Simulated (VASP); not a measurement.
# ZrC2 (R-3m) in VASP: further runs

The runs below take ZrC2 through single point, relaxation of cell and atoms, with PBE.

Program: VASP 6.6.1. These are calculated values, not measurements. Logs are shortened: lines on timing, memory, paths and dates and some standing lists are left out, and cuts for length are marked.

### Step 1. The cell of the first run

Symmetry: R-3m, No. 166, trigonal system. Conventional cell: a = 2.790 Å, b = 2.790 Å, c = 12.918 Å, α = 90.00°, β = 90.00°, γ = 120.00°. Zr (site symmetry -3m) is surrounded by 8 C at 2.39 to 2.50 Å. C (site symmetry 3m) is surrounded by 3 C at 1.68 Å.

The cell was built by a generator and needn't be a form met in nature.

### Step 2. Single point, PBE (random cell by space group and Wyckoff sites (R-3m, No. 166))

Input file INCAR:

```
PREC = Accurate ; ENCUT = 520
EDIFF = 1E-6 ; ISMEAR = 0
SIGMA = 0.1 ; LREAL = False
LASPH = True ; NELM = 60
ALGO = Fast ; ISIF = 2
LWAVE = False ; LCHARG = False
GGA = PE ; NBANDS = 17
```

Input file KPOINTS:

```
Automatic mesh
0
Gamma
  6 6 6
```

Input file POSCAR:

```
ZrC2
1.0
    1.3949580904      0.8053794270      4.3059534187
   -1.3949580904      0.8053794270      4.3059534187
    0.0000000000     -1.6107588601      4.3059534175
Zr C
1 2
Direct
    0.0000000000      0.0000000000      0.0000000000
    0.1848312457      0.1848312457      0.1848312457
    0.8151687543      0.8151687543      0.8151687543
```

Potentials or basis: VASP PAW PBE potentials, release 64 (Zr_sv, C).

Command:

```console
> cat potpaw_PBE.64/Zr_sv/POTCAR potpaw_PBE.64/C/POTCAR > POTCAR
> mpirun -np 1 vasp_std > vasp.out
```

OUTCAR:

```text
PREC = Accurate
   ENCUT = 520
   EDIFF = 1E-6
   ISMEAR = 0
   LREAL = False
   LASPH = True
   NELM = 60
   ISIF = 2
   GGA = PE

 ion  position               nearest neighbor table
   1  0.000  0.000  0.000-   2 2.39   3 2.39   3 2.50   2 2.50   3 2.50   3 2.50   2 2.50   2 2.50

   2  0.185  0.185  0.185-   3 1.68   3 1.68   3 1.68   1 2.39   1 2.50   1 2.50   1 2.50
   3  0.815  0.815  0.815-   2 1.68   2 1.68   2 1.68   1 2.39   1 2.50   1 2.50   1 2.50

  LATTYP: Found a trigonal (rhomboedric) cell.
 ALAT       =     4.5973665222
 COS(alpha) =     0.8158659702

  Lattice vectors:

 A1 = (   1.3949580904,   0.8053794270,   4.3059534187)
 A2 = (  -1.3949580904,   0.8053794270,   4.3059534187)
 A3 = (   0.0000000000,  -1.6107588601,   4.3059534175)

Analysis of symmetry for initial positions (statically):
=====================================================================
 Subroutine PRICEL returns:
 Original cell was already a primitive cell.

 Routine SETGRP: Setting up the symmetry group for a
 trigonal (rhombohedral) supercell.

 Subroutine GETGRP returns: Found 12 space group operations
 (whereof 12 operations were pure point group operations)
 out of a pool of 12 trial point group operations.

The static configuration has the point symmetry D_3d.

Analysis of symmetry for dynamics (positions and initial velocities):
=====================================================================
 Subroutine PRICEL returns:
 Original cell was already a primitive cell.

 Routine SETGRP: Setting up the symmetry group for a
 trigonal (rhombohedral) supercell.

 Subroutine GETGRP returns: Found 12 space group operations
 (whereof 12 operations were pure point group operations)
 out of a pool of 12 trial point group operations.

The dynamic configuration has the point symmetry D_3d.

 Subroutine INISYM returns: Found 12 space group operations
 (whereof 12 operations are pure point group operations),
 and found     1 'primitive' translations

----------------------------------------------------------------------------------------

                                     Primitive cell

  volume of cell :      29.0257

  direct lattice vectors                    reciprocal lattice vectors
     1.394958090  0.805379427  4.305953419     0.358433707  0.206941797  0.077412202
    -1.394958090  0.805379427  4.305953419    -0.358433707  0.206941797  0.077412202
     0.000000000 -1.610758860  4.305953417     0.000000000 -0.413883595  0.077412201

  length of vectors
     4.597366522  4.597366522  4.597366522     0.421060897  0.421060897  0.421060897

  position of ions in fractional coordinates (direct lattice)
     0.000000000  0.000000000  0.000000000
     0.184831246  0.184831246  0.184831246
     0.815168754  0.815168754  0.815168754

  ion indices of the primitive-cell ions
   primitive index   ion index
                 1           1
                 2           2
                 3           3

----------------------------------------------------------------------------------------

 KPOINTS: Automatic mesh

Automatic generation of k-mesh.
 Grid dimensions read from file:
 generate k-points for:    6    6    6

 Generating k-lattice:

  Cartesian coordinates                     Fractional coordinates (reciprocal lattice)
     0.059738951  0.034490300  0.012902034     0.166666667  0.000000000  0.000000000
    -0.059738951  0.034490300  0.012902034     0.000000000  0.166666667  0.000000000
     0.000000000 -0.068980599  0.012902034    -0.000000000 -0.000000000  0.166666667

  Length of vectors
     0.070176816  0.070176816  0.070176816

  Shift w.r.t. Gamma in fractional coordinates (k-lattice)
     0.000000000  0.000000000  0.000000000

 Subroutine IBZKPT returns following result:
 ===========================================

 Found     32 irreducible k-points:

 Following reciprocal coordinates:
            Coordinates               Weight
  0.000000  0.000000  0.000000      1.000000
  0.166667  0.000000  0.000000      6.000000
  0.333333  0.000000  0.000000      6.000000
  0.500000  0.000000  0.000000      3.000000
  0.166667  0.166667  0.000000      6.000000
  0.333333  0.166667  0.000000     12.000000
[... 16 lines left out ...]
  0.500000  0.500000  0.166667      6.000000
 -0.333333  0.500000  0.166667     12.000000
 [... further k-points ...]
   k-points           NKPTS =     32   k-points in BZ     NKDIM =     32   number of bands    NBANDS=     17
   number of dos      NEDOS =    301   number of ions     NIONS =      3
   total plane-waves  NPLWV =  46656
   dimension x,y,z NGX =    36 NGY =   36 NGZ =   36
   dimension x,y,z NGXF=    72 NGYF=   72 NGZF=   72
   ions per type =               1   2
   NGX,Y,Z   is equivalent  to a cutoff of  13.02, 13.02, 13.02 a.u.
   NGXF,Y,Z  is equivalent  to a cutoff of  26.04, 26.04, 26.04 a.u.
 SYSTEM =  unknown system
   PREC   = accura    normal or accurate (medium, high low for compatibility)
   ISTART =      0    job   : 0-new  1-cont  2-samecut
   ICHARG =      2    charge: 1-file 2-atom 10-const
   ISPIN  =      1    spin polarized calculation?
   LNONCOLLINEAR =      F non collinear calculations
   LSORBIT =      F    spin-orbit coupling
   LASPH  =      T    aspherical Exc in radial PAW
   ENCUT  =  520.0 eV  38.22 Ry    6.18 a.u.   8.55  8.55  8.55*2*pi/ulx,y,z
   NELM   =     60;   NELMIN=  2; NELMDL= -5     # of ELM steps
   EDIFF  = 0.1E-05   stopping-criterion for ELM
   LREAL  =      F    real-space projection
   EDIFFG = 0.1E-04   stopping-criterion for IOM
   NSW    =      0    number of steps for IOM
   IBRION =     -1    ionic relax: 0-MD 1-quasi-New 2-CG
   NFREE  =      0    steps in history (QN), initial steepest desc. (CG)
   ISIF   =      2    stress and relaxation
   ISYM   =      2    0-nonsym 1-usesym 2-fastsym
   POTIM  = 0.5000    time-step for ionic-motion
   TEBEG  =    0.0;   TEEND  =   0.0 temperature during run
   PSTRESS=    0.0 pullay stress
   NELECT =      20.0000    total number of electrons
   NUPDOWN=      -1.0000    fix difference up-down
   EMIN   =  10.00;   EMAX   =-10.00  energy-range for DOS
   EFERMI =   0.00;   METHOD = LEGACY
   ISMEAR =     0;   SIGMA  =   0.10  broadening in eV -4-tet -1-fermi 0-gaus
   EFERMI_NEDOS =   21; number of points for ismear=-14 and -15
   IALGO  =     68    algorithm
   IMIX   =      4    mixing-type and parameters
     AMIX     =   0.40;   BMIX     =  1.00
     AMIX_MAG =   1.60;   BMIX_MAG =  1.00
  volume/ion in A,a.u.               =       9.68        65.29
  Fermi-wavevector in a.u.,A,eV,Ry     =   1.445964  2.732475 28.447213  2.090811
  Thomas-Fermi vector in A             =   2.564086
   LORBIT       =      0    0 simple, 1 ext, 2 COOP (PROOUT), +10 PAW based schemes
   GGA     = PE    functional components
   LHFCALC =     F    Hartree Fock is set to
   AEXX    =    0.0000 exact exchange contribution
   IVDW    =     0    specifies the selected vdW correction
   LEPSILON=     F    determine dielectric tensor
   LRPA    =     F    only Hartree local field effects (RPA)
 non-spin polarized calculation
 RMM-DIIS sequential band-by-band and
 Gauss-broadening in eV      SIGMA  =   0.10
  energy-cutoff  :      520.00
  volume of cell :       29.03
 maximum number of plane-waves:       798
 NGX is ok and might be reduce to    36
   NGX = 17   NGY = 17   NGZ = 17

 number of electron      19.9999999 magnetization

 Free energy of the ion-electron system (eV)
  ---------------------------------------------------
  ext. energy  EPLUGINS =         0.00000000
  ---------------------------------------------------
  free energy    TOTEN  =       -25.90224512 eV

  energy without entropy =      -25.89947903  energy(sigma->0) =      -25.90086207

 E-fermi :  12.1694     XC(G=0): -12.8521

 val. band max:       12.0853037150   @ k =   0.5000   0.3333   0.1667
 cond. band min:      12.2211144063   @ k =   0.1667   0.0000   0.0000
 fundamental gap:      0.1358106913
 Fermi energy:        12.1694380928

 k-point     1 :       0.0000    0.0000    0.0000
  band No.  band energies     occupation
      1     -36.6986      2.00000
      2     -15.1496      2.00000
      3     -13.4449      2.00000
      4     -13.4449      2.00000
      5      -6.5693      2.00000
      6       5.2148      2.00000
[... 9 lines left out ...]
     16      17.6506      0.00000
     17      17.6521      0.00000

 k-point     2 :       0.1667    0.0000    0.0000
  band No.  band energies     occupation
      1     -36.5885      2.00000
      2     -15.0320      2.00000
      3     -14.1223      2.00000
      4     -13.5888      2.00000
      5      -5.9780      2.00000
      6       4.8502      2.00000
[... 9 lines left out ...]
     16      17.7123      0.00000
     17      17.9552      0.00000

 k-point     3 :       0.3333    0.0000    0.0000
  band No.  band energies     occupation
      1     -36.3598      2.00000
      2     -15.3397      2.00000
      3     -14.7847      2.00000
      4     -13.8644      2.00000
      5      -4.3829      2.00000
      6       1.9758      2.00000
[... 9 lines left out ...]
     16      18.3620      0.00000
     17      20.1685      0.00000

 k-point     4 :       0.5000    0.0000    0.0000
  band No.  band energies     occupation
      1     -36.2408      2.00000
      2     -15.8992      2.00000
      3     -14.6545      2.00000
      4     -13.9968      2.00000
      5      -2.7850      2.00000
      6      -0.2799      2.00000
[... 9 lines left out ...]
     16      19.9967      0.00000
     17      20.1403      0.00000
[... 343 lines left out ...]
      1     -36.2414      2.00000
      2     -15.6058      2.00000
      3     -14.6646      2.00000
      4     -14.3673      2.00000
      5      -2.8725      2.00000
      6       0.3485      2.00000
[... 9 lines left out ...]
     16      20.4968      0.00000
     17      21.4339      0.00000

 k-point    23 :       0.5000    0.5000    0.1667
  band No.  band energies     occupation
      1     -36.3586      2.00000
      2     -15.3337      2.00000
      3     -14.8760      2.00000
      4     -13.8701      2.00000
      5      -3.8387      2.00000
      6       1.8770      2.00000
[... 9 lines left out ...]
     16      20.2573      0.00000
     17      20.9638      0.00000

 k-point    24 :      -0.3333    0.5000    0.1667
  band No.  band energies     occupation
      1     -36.2408      2.00000
      2     -15.6015      2.00000
      3     -14.7108      2.00000
      4     -14.3696      2.00000
      5      -2.5284      2.00000
      6       0.2921      2.00000
[... 9 lines left out ...]
     16      20.5321      0.00000
     17      21.5293      0.00000

 [... further k-points ...]
[... 5 lines left out ...]
  --------------------------------------------------------------------------------------
  -------------------------------------------------------------------------------------
  Total        0.0539523      0.0539523      0.1046562      0.0000000     -0.0000000      0.0000000
  in kB        2.9780950      2.9780950      5.7768788      0.0000000     -0.0000000      0.0000000
  external PRESSURE =       3.9110229 kB  Pullay stress =       0.0000000 kB

 VOLUME and BASIS-vectors are now :
 -----------------------------------------------------------------------------
  energy-cutoff  :      520.00
  volume of cell :       29.03
      direct lattice vectors                 reciprocal lattice vectors
     1.394958090  0.805379427  4.305953419     0.358433707  0.206941797  0.077412202
    -1.394958090  0.805379427  4.305953419    -0.358433707  0.206941797  0.077412202
     0.000000000 -1.610758860  4.305953417     0.000000000 -0.413883595  0.077412201

 POSITION                                       TOTAL-FORCE (eV/Angst)
 -----------------------------------------------------------------------------------
      0.00000      0.00000      0.00000         0.000000      0.000000      0.000000
      0.00000     -0.00000      2.38762         0.000000     -0.000000      0.000712
      0.00000     -0.00000     10.53024         0.000000      0.000000     -0.000712
 -----------------------------------------------------------------------------------
    total drift:                               -0.000000      0.000000      0.000000

  FREE ENERGIE OF THE ION-ELECTRON SYSTEM (eV)
  ---------------------------------------------------
  free  energy   TOTEN  =       -25.9022451212 eV

  energy  without entropy=      -25.8994790263  energy(sigma->0) =      -25.90086207
```

It took 73 s on 1 thread of Intel Xeon Platinum 8375C at 2.90GHz (Ice Lake), shared host; peak memory 0.21 GiB.

Results:

```
Free energy            : -25.9022 eV
Pressure               : 0.4 GPa
Band gap on the k mesh : none (metal or under the smearing width)
```

Stress tensor (GPa, compression positive):
```
0.30 0.00 0.00
0.00 0.30 0.00
0.00 0.00 0.58
```

Caveat: the k mesh is coarse (spacing up to 0.44 Å⁻¹), so the values aren't converged.

(Part 1 of 2 ends here.)
